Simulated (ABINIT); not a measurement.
# CdSe (Cadmoselite) (P6_3mc) in ABINIT: notebook

Aim: see how the results for CdSe (Cadmoselite) move with the level of theory and the settings. Levels: PBE, LDA. Tasks: single point.

Program: ABINIT 10.8.3 (patched build). These are calculated values, not measurements. Logs are shortened: lines on timing, memory, paths and dates and some standing lists are left out, and cuts for length are marked. The log counts tension as positive stress, the text compression.

**The experiment to reproduce.**

A printed reference work, data compilation reports, for a bulk crystal of CdSe at 2 K: band gap 1.841 eV.

The results are compared with them further down.

## 1. The structure

It takes space group P6_3mc (No. 186, hexagonal). Conventional cell: a = 4.300 Å, b = 4.300 Å, c = 7.020 Å, α = 90.00°, β = 90.00°, γ = 120.00°. Cd (site symmetry 3m) has 4 Se at 2.61 to 2.70 Å as nearest neighbours. Se (site symmetry 3m) is surrounded by 4 Cd at 2.61 to 2.70 Å.

## 2. Single point, PBE

Contents of run.abi:

```
pp_dirpath "./"
pseudos "Cd.GGA_PBE-JTH.xml, Se.GGA_PBE-JTH.xml"

acell 8.1258223359 8.1258223359 13.2658773949
rprim
     1.0000000000     0.0000000000     0.0000000000
    -0.5000000000     0.8660254038     0.0000000000
     0.0000000000     0.0000000000     1.0000000000
ntypat 2
znucl 48 34
natom 4
typat 1 1 2 2
xcart
     4.0629111684     2.3457228563     6.6329386974
    -0.0000000004     4.6914457133     0.0000000000
     4.0629111684     2.3457228563    11.7403014945
    -0.0000000004     4.6914457133     5.1073627970

ecut 17.0
pawecutdg 34.0

kptopt 1
ngkpt 6 6 3
nshiftk 1
shiftk 0.0 0.0 0.0

ixc 11

nband 22
occopt 3
tsmear 0.05 eV

nstep 100
tolvrs 1.0e-9

iomode 3
prtwf 0
prtden 0
prteig 0
prtebands 0
enunit 1
prtvol 2
```

Potentials or basis: JTH PAW PBE v2.0.

Command:

```bash
abinit run.abi > log 2>&1
```

run.abo:

```text
.Version 10.8.3 of ABINIT
 Symmetries : space group P6_3 m c (#186); Bravais hP (primitive hexag.)
================================================================================
 Values of the parameters that define the memory need of the present run
     intxc =       0    ionmov =       0      iscf =      17    lmnmax =      18
     lnmax =       6     mgfft =      50  mpssoang =       3    mqgrid =    3483
     natom =       4  nloc_mem =       2    nspden =       1   nspinor =       1
    nsppol =       1      nsym =      12    n1xccc =       1    ntypat =       2
    occopt =       3   xclevel =       2
       mpw =        2563          nfft =       51200          nkpt =          14
 PAW method is used; the additional fine FFT grid is defined by:
   mgfftf=        72    nfftf =    145800
================================================================================
================================================================================

--------------------------------------------------------------------------------
------------- Echo of variables that govern the present computation ------------
--------------------------------------------------------------------------------
 -outvars: echo values of preprocessed input variables --------
            acell      8.1258223359E+00  8.1258223359E+00  1.3265877395E+01 Bohr
              amu      1.12411000E+02  7.89600000E+01
             ecut      1.70000000E+01 Hartree
           enunit           1
              ixc          11
         kptrlatt        6    0    0      0    6    0      0    0    3
          kptrlen      3.97976322E+01
            natom           4
            nband          22
            ngfft          32      32      50
          ngfftdg          45      45      72
             nkpt          14
            nstep         100
             nsym          12
           ntypat           2
           occopt           3
        pawecutdg      3.40000000E+01 Hartree
         pawxcdev           0
           prtden           0
        prtebands           0
           prteig           0
           prtvol           2
            prtwf           0
            rprim      1.0000000000E+00  0.0000000000E+00  0.0000000000E+00
                      -5.0000000000E-01  8.6602540380E-01  0.0000000000E+00
                       0.0000000000E+00  0.0000000000E+00  1.0000000000E+00
          spgroup         186
           tolvrs      1.00000000E-09
           tsmear      1.83746611E-03 Hartree
            typat      1  1  2  2
           useylm           1
           xangst      2.1499999986E+00  1.2413030779E+00  3.5099999976E+00
                       1.3229717755E-11  2.4826061559E+00  0.0000000000E+00
                       2.1499999986E+00  1.2413030779E+00  6.2126999958E+00
                       1.3229717755E-11  2.4826061559E+00  2.7026999982E+00
            xcart      4.0629111680E+00  2.3457228565E+00  6.6329386975E+00
                       2.5000543281E-11  4.6914457131E+00  0.0000000000E+00
                       4.0629111680E+00  2.3457228565E+00  1.1740301495E+01
                       2.5000543281E-11  4.6914457131E+00  5.1073627971E+00
             xred      6.6666666667E-01  3.3333333333E-01  5.0000000000E-01
                       3.3333333333E-01  6.6666666666E-01  0.0000000000E+00
                       6.6666666667E-01  3.3333333333E-01  8.8500000000E-01
                       3.3333333333E-01  6.6666666666E-01  3.8500000000E-01
            znucl       48.00000   34.00000

================================================================================

 chkinp: Checking input parameters for consistency.

================================================================================
== DATASET  1 ==================================================================

--- !DatasetInfo
iteration_state: {dtset: 1, }
dimensions: {natom: 4, nkpt: 14, mband: 22, nsppol: 1, nspinor: 1, nspden: 1, mpw: 2563, }
cutoff_energies: {ecut:  17.0, pawecutdg:  34.0, }
electrons: {nelect:   3.60000000E+01, charge:   0.00000000E+00, occopt:   3.00000000E+00, tsmear:   1.83746611E-03, }
meta: {optdriver: 0, ionmov: 0, optcell: 0, iscf: 17, paral_kgb: 0, }
...

 Exchange-correlation functional for the present dataset will be:
  GGA: Perdew-Burke-Ernzerhof functional - ixc=11
  J.P.Perdew, K.Burke, M.Ernzerhof, PRL 77, 3865 (1996)

 Real(R)+Recip(G) space primitive vectors, cartesian coordinates (Bohr,Bohr^-1):
[... 186 lines left out ...]

 cartesian forces (hartree/bohr) at end:
    1      0.00000000000000     0.00000000000000     0.00554103310932
    2     -0.00000000000000    -0.00000000000000     0.00554103310932
    3      0.00000000000000     0.00000000000000    -0.00554103310932
    4     -0.00000000000000    -0.00000000000000    -0.00554103310932
 frms,max,avg= 3.1991170E-03 5.5410331E-03   0.000E+00  0.000E+00 -1.802E-07 h/b

 cartesian forces (eV/Angstrom) at end:
    1      0.00000000000000     0.00000000000000     0.28493137862901
    2     -0.00000000000000    -0.00000000000000     0.28493137862901
    3      0.00000000000000     0.00000000000000    -0.28493137862901
    4     -0.00000000000000    -0.00000000000000    -0.28493137862901
 frms,max,avg= 1.6450521E-01 2.8493138E-01   0.000E+00  0.000E+00 -9.267E-06 e/A
 length scales=  8.125822335900  8.125822335900 13.265877394900 bohr
              =  4.299999997088  4.299999997088  7.019999995252 angstroms
 Fermi (or HOMO) energy (eV) =   1.86386   Average Vxc (eV)=  -8.75995
 Eigenvalues (   eV  ) for nkpt=  14  k points:
 kpt#   1, nband= 22, wtk=  0.00926, kpt=  0.0000  0.0000  0.0000 (reduced coord)
 -11.11049  -10.74056   -6.44707   -6.44707   -6.39166   -6.39166   -6.38592   -6.09132
  -6.09132   -6.02553   -6.02553   -5.74425   -2.75465    0.76981    0.76981    1.47690
   1.48936    1.48936    2.18247    3.59645    7.36878    7.36878
 kpt#   2, nband= 22, wtk=  0.05556, kpt=  0.1667  0.0000  0.0000 (reduced coord)
 -11.02539  -10.69984   -6.41269   -6.39896   -6.35115   -6.34800   -6.33848   -6.10618
  -6.09179   -6.05194   -6.02040   -5.69956   -2.59400   -0.31259    0.06545    0.43551
   1.27218    1.28879    3.49854    4.58397    6.76376    7.69294
 kpt#   3, nband= 22, wtk=  0.05556, kpt=  0.3333  0.0000  0.0000 (reduced coord)
 -10.84025  -10.62991   -6.35482   -6.34613   -6.25971   -6.22875   -6.16967   -6.13044
  -6.07358   -6.04506   -6.00888   -5.61833   -2.48313   -1.59052   -1.15502   -0.12459
   0.72040    0.85212    4.48687    4.90362    6.59092    7.32278
 kpt#   4, nband= 22, wtk=  0.02778, kpt=  0.5000  0.0000  0.0000 (reduced coord)
 -10.72970  -10.61148   -6.33378   -6.33348   -6.21736   -6.16163   -6.15457   -6.12855
  -6.05148   -6.00097   -5.79309   -5.66810   -2.74791   -2.23301   -1.07819   -0.37236
   0.24835    0.65314    4.70720    4.79209    6.29625    7.63154
 kpt#   5, nband= 22, wtk=  0.05556, kpt=  0.1667  0.1667  0.0000 (reduced coord)
[... 24 lines left out ...]
 -10.69511  -10.63578   -6.32581   -6.30230   -6.25764   -6.24319   -6.12762   -6.09578
  -6.04334   -6.01908   -5.76918   -5.70751   -2.83115   -2.56438   -0.33475   -0.14032
   0.36779    0.44410    4.24905    4.80899    6.35540    6.58026
 kpt#  12, nband= 22, wtk=  0.11111, kpt=  0.1667  0.1667  0.3333 (reduced coord)
 -10.82498  -10.70239   -6.35199   -6.33701   -6.29771   -6.29558   -6.19353   -6.12985
  -6.06305   -6.05340   -6.00674   -5.81290   -2.12201   -1.51215   -0.39918   -0.04416
   0.45028    0.70525    4.76452    5.58451    6.57152    6.62671
 kpt#  13, nband= 22, wtk=  0.22222, kpt=  0.3333  0.1667  0.3333 (reduced coord)
 -10.69638  -10.63626   -6.31621   -6.29715   -6.25078   -6.24430   -6.12487   -6.11251
  -6.05652   -6.04189   -5.79629   -5.66885   -2.64664   -2.38055   -0.73918   -0.19941
  -0.09205    0.53139    4.85289    5.56569    6.55242    6.98588
 kpt#  14, nband= 22, wtk=  0.03704, kpt=  0.3333  0.3333  0.3333 (reduced coord)
 -10.63467  -10.63467   -6.31344   -6.24984   -6.24984   -6.23326   -6.09371   -6.08921
  -6.08921   -6.07112   -5.63254   -5.63254   -2.58816   -2.58816   -1.30215   -0.67164
   0.24175    0.24175    5.54371    5.54371    6.65182    7.76652
 Total charge density [el/Bohr^3]
)     Maximum=    7.6508E-01  at reduced coord.    0.6667    0.3333    0.5000
)Next maximum=    7.6508E-01  at reduced coord.    0.3333    0.6667    0.0000
)     Minimum=   -1.7489E-02  at reduced coord.    0.3333    0.6667    0.3889
)Next minimum=   -1.7489E-02  at reduced coord.    0.6667    0.3333    0.8889
   Integrated=    3.6000E+01

--- !EnergyTerms
iteration_state     : {dtset: 1, }
comment             : Components of total free energy in Hartree
kinetic             :  3.25045174794192E+01
hartree             :  2.98462753821108E+01
xc                  : -1.90598638903676E+01
Ewald energy        : -8.17469325269967E+01
psp_core            :  5.41282185976151E+00
local_psp           : -9.00468924639073E+01
PAW spherical_terms :  8.74154161574927E+00
internal            : -1.14348532544231E+02
'-kT*entropy'       : -9.45628033702000E-07
total_energy        : -1.14348533489859E+02
total_energy_eV     : -3.11158211145404E+03
...

--- !EnergyTermsDC
iteration_state     : {dtset: 1, }
comment             : '"Double-counting" decomposition of free energy'
band_energy         : -6.35374319893029E+00
Ewald energy        : -8.17469325269967E+01
psp_core            :  5.41282185976151E+00
xc_dc               : -3.39255045248007E+01
PAW spherical_terms :  2.26483049312167E+00
internal            : -1.14348527897844E+02
'-kT*entropy'       : -9.45628033702000E-07
total_energy_dc     : -1.14348528843473E+02
total_energy_dc_eV  : -3.11158198501943E+03
...

--- !EnergyTermsWithPAWCore
iteration_state     : {dtset: 1, }
comment             : 'Components of total free energy, including PAW core contributions'
Total energy        : -1.60496286522132E+04
Total energy DC     : -1.60496286475668E+04
Total energy (eV)   : -4.36732644359936E+05
Total energy DC (eV): -4.36732644233501E+05
...

 Cartesian components of stress tensor (hartree/bohr^3)
  sigma(1 1)= -1.18147695E-04  sigma(3 2)=  0.00000000E+00
  sigma(2 2)= -1.18147695E-04  sigma(3 1)=  0.00000000E+00
  sigma(3 3)= -4.81856615E-05  sigma(2 1)=  0.00000000E+00

-Cartesian components of stress tensor (GPa)         [Pressure=  2.7899E+00 GPa]
- sigma(1 1)= -3.47602518E+00  sigma(3 2)=  0.00000000E+00
- sigma(2 2)= -3.47602519E+00  sigma(3 1)=  0.00000000E+00
- sigma(3 3)= -1.41767110E+00  sigma(2 1)=  0.00000000E+00

== END DATASET(S) ==============================================================
================================================================================

 -outvars: echo values of variables after computation  --------
            acell      8.1258223359E+00  8.1258223359E+00  1.3265877395E+01 Bohr
           etotal     -1.1434852884E+02
            fcart      2.9823205587E-28  2.4871073895E-28  5.5410331093E-03
                      -2.3195826567E-28 -5.7394785911E-29  5.5410331093E-03
                       1.6568447548E-28  1.7218435773E-28 -5.5410331093E-03
                      -2.3195826567E-28 -3.6350031077E-28 -5.5410331093E-03
            rprim      1.0000000000E+00  0.0000000000E+00  0.0000000000E+00
                      -5.0000000000E-01  8.6602540380E-01  0.0000000000E+00
                       0.0000000000E+00  0.0000000000E+00  1.0000000000E+00
           strten     -1.1814769451E-04 -1.1814769476E-04 -4.8185661453E-05
                       0.0000000000E+00  0.0000000000E+00  0.0000000000E+00
           xangst      2.1499999986E+00  1.2413030779E+00  3.5099999976E+00
                       1.3229717755E-11  2.4826061559E+00  0.0000000000E+00
                       2.1499999986E+00  1.2413030779E+00  6.2126999958E+00
                       1.3229717755E-11  2.4826061559E+00  2.7026999982E+00
             xred      6.6666666667E-01  3.3333333333E-01  5.0000000000E-01
                       3.3333333333E-01  6.6666666666E-01  0.0000000000E+00
                       6.6666666667E-01  3.3333333333E-01  8.8500000000E-01
                       3.3333333333E-01  6.6666666666E-01  3.8500000000E-01
 Calculation completed.
```

Wall time 36 s (1 thread of Arm Neoverse V2, shared host); peak memory 0.15 GiB.

What came out:

- Free energy: -3111.5820 eV
- Largest force: 0.285 eV/Å
- Band gap on the k mesh: 0.69 eV, direct
- Valence electrons inside the program's atomic spheres: Cd 10.45; Se 3.96

Forces on the atoms (eV/Å):
```
Cd   0.000  0.000  0.285
Cd   0.000  0.000  0.285
Se   0.000  0.000 -0.285
Se   0.000  0.000 -0.285
```

Caveat: the cutoff is too short for stress, so the log's stress isn't used.

(Continued in part 2 of 2.)
